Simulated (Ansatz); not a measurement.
Set up this calculation in Ansatz 0.2.0, as the native input.

```yaml
Task: relaxation of cell and atoms
Functional: BLYP
Potentials_or_basis: all-electron LAPW, scalar-relativistic
Basis_error_allowed: 0.001 eV/atom
k_mesh: 9 × 9 × 7
Occupations: fermi-dirac, width 0.05 eV
Spin: no spin polarisation
```

Crystal: MgSi.

```
Si Mg
1.0
     2.90839    0.00000    0.00000
     0.00000    2.90839    0.00000
     0.00000    0.00000    4.10343
Si Mg
1 1
Direct
  0.50000 0.50000 0.50000
  0.00000 0.00000 0.00000
```

The cell comes from a database or a generator and needn't be the stable form of this composition.

These files were run (other wordings do the same):

input.yaml

```yaml
crystal:
  lattice:
    - [2.908394, 0.0, 0.0]
    - [0.0, 2.908394, 0.0]
    - [0.0, 0.0, 4.103427]
  atoms:
    - { symbol: Si, position: [0.5, 0.5, 0.5] }
    - { symbol: Mg, position: [0.0, 0.0, 0.0] }
kpoints:
  mp_grid: { grid: [9, 9, 7] }
scf:
  occupations: { method: fermi_dirac, width: 0.05 }
hamiltonian:
  xc: blyp
  pseudopotentials: { kind: all_electron, lapw: { basis_error: 0.001 } }
output:
  forces: true
  stress: true
relax:
  f_tol: 0.02
  max_steps: 60
  cell: {}
```

Potentials or basis: all-electron LAPW, scalar-relativistic.

The run is started by

```bash
$ ansatz run input.yaml --threads 1 --pin off --max-ram 3072MiB --backend cpu --events-out ev --progress --plain --runs-dir out
```

Results of the run:

The relaxed volume is 18.56 Å³/atom, the relaxed cell is a = 3.069 Å, b = 3.069 Å, c = 3.941 Å, α = 90.00°, β = 90.00°, γ = 90.00° and the space group after relaxing (to 0.05 Å) is P4/mmm (No. 123). The energy gained by relaxing is 40.0 meV/atom and the ionic steps are 5. The pressure after relaxing is 0.0 GPa.

Run time: 13 s on 1 thread of Arm Neoverse V2 (shared host), peak memory 0.25 GiB.
